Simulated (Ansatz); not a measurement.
# ZnO: O interstitial

Theory: Ansatz 0.2.0, DFT PBE, scalar-relativistic, plane waves, PAW. (420 eV cutoff, 2×2×2 k-mesh, shifted by half a step, Gaussian smearing of 0.01 eV, collinear spin in charge -1 alone)

Host crystal, relaxed:

```
Zn O
1.0
     3.27939    0.00000    0.00000
    -1.63970    2.84004    0.00000
     0.00000    0.00000    5.29323
Zn O
2 2
Cartesian
  1.6397 0.9467 2.6498
  0.0000 1.8934 0.0032
  1.6397 0.9467 4.6565
  0.0000 1.8934 2.0099
```

Supercell of 36 atoms, rows in host cell vectors: -2 -1 1; 1 -1 1; 1 2 1. Atoms relax at the host's cell from a start displaced at random by 0.06 Å near the defect, so other minima may exist. The cell is small, so energies carry finite-size errors of tenths of an eV. The host's Kohn–Sham gap is 0.74 eV.

Starting moments were lost in some runs.

Defect: O interstitial at (0.000, 0.000, 0.458) of the host cell, charge -2.

(1) Give the relaxed supercell.

Answers

(1)
```xyz
37
Lattice="-4.9191 -2.8400 5.2932 4.9191 -2.8400 5.2932 0.0000 5.6801 5.2932" Properties=species:S:1:pos:R:3 pbc="T T T"
Zn   -0.0282   -1.8658    7.9243
Zn   -1.6473    0.9594    7.8956
Zn    3.1954   -1.8364    7.9388
Zn   -3.3690   -1.5886    8.0936
Zn    1.6090    0.9699    7.9243
Zn    1.6177    0.9563   13.2416
Zn   -0.3013    3.7246    8.0934
Zn   -0.0122   -1.8665   13.2417
Zn   -1.4267    0.8323   13.3194
Zn   -1.7425   -0.9003    5.3375
Zn    1.5970   -0.9135   10.5702
Zn    1.5531   -0.8880    5.2150
Zn   -0.0598   -3.7380   10.6008
Zn   -0.0845    1.9720    5.3376
Zn   -0.0290    1.8844   10.6170
Zn    3.2146    1.9339   10.6008
Zn   -1.6391   -0.9041   10.6172
Zn   -3.2863    1.9059   10.3327
O    -0.0352   -1.8662    9.9253
O    -1.6082    0.9371    9.8742
O    -1.6752    0.9756    4.6513
O     1.5875    1.0667    4.7804
O     1.6062    0.9763    9.9253
O    -3.3533   -1.8437    4.6550
O    -0.1224   -1.8953    4.7802
O    -0.0726    3.8388    4.6551
O     3.2221   -1.8516    4.6686
O    -1.6946   -0.9374    7.3240
O    -3.2966    1.9116    7.2857
O     1.5751   -0.9009    7.2509
O    -0.1029    1.9631    1.9964
O    -0.0283    1.9489    7.3241
O     0.0441   -3.7520    7.3061
O    -1.7442   -0.8797    1.9964
O     3.2785    1.8507    7.3064
O     2.1059   -1.2067    1.6171
O     1.1517   -0.6564    2.5998
```
Around the defect: 1 O at 1.48 Å. The run ended with a moment of 0.00 μB (no spin polarisation).